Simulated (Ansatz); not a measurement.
Set up this calculation in Ansatz 0.2.0, as the native input.

```
Task                : electron localisation function
Functional          : r2SCAN0
Dispersion          : D3(BJ)
Potentials or basis : JTH PAW
Cutoff              : 690 eV (not typed: the program's choice for these potentials)
k mesh              : 5 × 5 × 5
Occupations         : methfessel-paxton, width 0.15 eV
Spin                : no spin polarisation
```

Crystal: K.

```
CELL_PARAMETERS angstrom
0.00000 3.39187 3.39187
3.39187 0.00000 3.39187
3.39187 3.39187 0.00000
ATOMIC_POSITIONS crystal
K 0.00000 0.00000 0.00000
```

This isn't the form of K at room conditions, which is bcc.

These files were run (other wordings do the same):

input.yaml

```yaml
crystal:
  lattice:
    - [0.0, 3.39187282, 3.39187282]
    - [3.39187282, 0.0, 3.39187282]
    - [3.39187282, 3.39187282, 0.0]
  atoms:
    - { symbol: K, position: [0.0, 0.0, 0.0] }
hamiltonian:
  xc: r2scan0
  pseudopotentials: { kind: paw, source: jth }
  dispersion: d3bj
kpoints:
  mp_grid: { grid: [5, 5, 5] }
scf:
  occupations: { method: methfessel_paxton, width: 0.15 }
output:
  forces: true
  stress: true
  eigenvalues: true
  write_density: true
  write_potential: true
  elf: true
  volumetric_format: npy
```

Potentials or basis: JTH PAW.

The run is started by

```console
$ ansatz run input.yaml --threads 2 --pin off --max-ram 5120MiB --backend cpu --events-out ev --progress --plain --runs-dir out
```

It gave:

```json
{
 "Pressure": "-0.2 GPa",
 "Band gap on the k mesh": "none (metal or under the smearing width)"
}
```

Caveat: pairwise dispersion overbinds metals, which lowers pressure and volume; the dispersion damping was fitted for another functional or another form of the correction; the thresholds are loose for stress.

Run time: 51 s on 2 threads of Arm Neoverse N1, with other jobs on the host, peak memory 1.9 GiB.
